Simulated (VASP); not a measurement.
MgO:

```
Mg O
1.0
     3.24058    0.00000    0.00000
    -1.62029    2.80642    0.00000
     0.00000    0.00000    5.19172
Mg O
2 2
Direct
  0.33333 0.66667 0.50000
  0.66667 0.33333 0.00000
  0.66667 0.33333 0.37901
  0.33333 0.66667 0.87901
```

The cell was built by a generator and needn't be a form met in nature.

```yaml
Program: VASP 6.6.1
Task: relaxation of cell and atoms
Functional: LDA
Potentials_or_basis: VASP PAW LDA potentials, release 64 (Mg, O)
Cutoff: 600 eV
k_mesh: 9 × 9 × 5
Occupations: gaussian, width 0.03 eV
Spin: no spin polarisation
```

At the start: pressure -4.5 GPa; volume 11.80 Å³/atom.

Task: Where does the relaxation end?

Result: Over 8 steps the energy falls by 11.2 meV/atom and the volume is 11.25 Å³/atom (-4.7 %); space group P6_3mc (No. 186, to 0.05 Å).

Step by step:
| step | energy change (eV) | largest force (eV/Å) | pressure (GPa) | volume (Å³) |
| --- | --- | --- | --- | --- |
| 1 | 0.0000 | 0.1490 | -4.52 | 47.22 |
| 2 | -0.0256 | 0.0948 | 1.80 | 44.98 |
| 3 | -0.0277 | 0.1067 | 0.31 | 45.45 |
| 4 | -0.0320 | 0.0851 | 0.23 | 45.45 |
| 5 | -0.0402 | 0.0379 | -0.04 | 45.44 |
| 6 | -0.0440 | 0.0139 | -0.89 | 45.38 |
| 7 | -0.0406 | 0.0080 | 2.23 | 44.28 |
| 8 | -0.0450 | 0.0060 | 0.07 | 45.02 |

Final structure:
```
Mg O
1.0
     3.26831    0.00000    0.00000
    -1.63415    2.83044    0.00000
     0.00000    0.00000    4.86620
Mg O
2 2
Direct
  0.33333 0.66667 0.48746
  0.66667 0.33333 0.98746
  0.66667 0.33333 0.39155
  0.33333 0.66667 0.89155
```
